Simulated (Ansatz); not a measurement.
An input for Ansatz 0.2.0 (Li):

The input input.yaml:

```yaml
crystal:
  lattice:
    - [0.0, 2.202, 2.202]
    - [2.202, 0.0, 2.202]
    - [2.202, 2.202, 0.0]
  atoms:
    - { symbol: Li, position: [0.0, 0.0, 0.0] }
hamiltonian:
  xc: pbe0
  pseudopotentials: { kind: paw }
  dispersion: rvv10
kpoints:
  mp_grid: { grid: [7, 7, 7] }
  band_path:
    path:
      - [[0.0, 0.0, 0.0], [0.5, 0.0, 0.5], [0.5, 0.25, 0.75], [0.375, 0.375, 0.75], [0.0, 0.0, 0.0], [0.5, 0.5, 0.5], [0.625, 0.25, 0.625], [0.5, 0.25, 0.75], [0.5, 0.5, 0.5], [0.375, 0.375, 0.75]]
      - [[0.625, 0.25, 0.625], [0.5, 0.0, 0.5]]
    npoints: 4
scf:
  occupations: { method: gaussian, width: 0.05 }
  n_extra_bands: 6
output:
  forces: true
  stress: true
  eigenvalues: true
  fatbands: false
```

Potentials or basis: Ansatz PAW.

Command:

```sh
$ ansatz run input.yaml --threads 1 --pin off --max-ram 2560MiB --backend cpu --events-out ev --progress --plain --runs-dir out
```

Problem. How does this run end?

Solution. The run stopped without a result. It printed:

Output:

```text
Error: inconsistent input (hamiltonian.dispersion, hamiltonian.xc): `dispersion: rvv10` has no transferable b for PBE exchange — Sabatini et al. (2013) fitted b=6.3 to rPW86, and the PBE refits of Peng & Perdew (2017) are task-dependent (b=6.6 S22 / b=10.0 layered). Use `xc: {exchange: rpw86, correlation: pbe}` for the original rVV10 or `xc: r2scan` for the r²SCAN+rVV10 pairing
```
